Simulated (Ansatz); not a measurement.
# Convergence of AgCl

```xyz
2
Lattice="0.0000 2.8052 2.8052 2.8052 0.0000 2.8052 2.8052 2.8052 0.0000" Properties=species:S:1:pos:R:3 pbc="T T T"
Ag    0.0000    0.0000    0.0000
Cl    2.8052    2.8052    2.8052
```

Atoms are numbered in the order listed.

Conventional cell: a = 5.610 Å, b = 5.610 Å, c = 5.610 Å, α = 90.00°, β = 90.00°, γ = 90.00°. Ag (atom 1) is surrounded by 6 Cl at 2.81 Å. Cl (atom 2) has 6 Ag at 2.81 Å as nearest neighbours.

The cell was built from the rocksalt type and relaxed in the same program, and has space group Fm-3m; it needn't be a known or the stable phase.

The calculation used DFT, PBE, PAW with Ansatz's default frozen-core files, scalar-relativistic (Ansatz 0.2.0).

The runs use a Γ-centred 12×12×12 k mesh, Fermi–Dirac smearing of 0.08 eV, cutoff 420 eV, no spin polarisation. One setting is then changed at a time.

P includes the program's estimate of the Pulay (finite-basis) term, listed apart; without it the pressure would be far more sensitive to the cutoff.

| PAW cutoff (eV) | free energy less the base's (meV/atom) | P (GPa) | Pulay term in P (GPa) | gap on the mesh (eV) |
| --- | --- | --- | --- | --- |
| 420 (base) | 0.0 | 0.03 | 0.04 | 0.923 |
| 150 | 31701 | -11.47 | 786.06 | 1.445 |
| 250 | 653 | -0.12 | 35.01 | 1.005 |
| 350 | 2.3 | 0.03 | 0.27 | 0.923 |
| 500 | -1.2 | 0.03 | 0.02 | 0.923 |
| 600 | -1.3 | 0.03 | 0.00 | 0.924 |
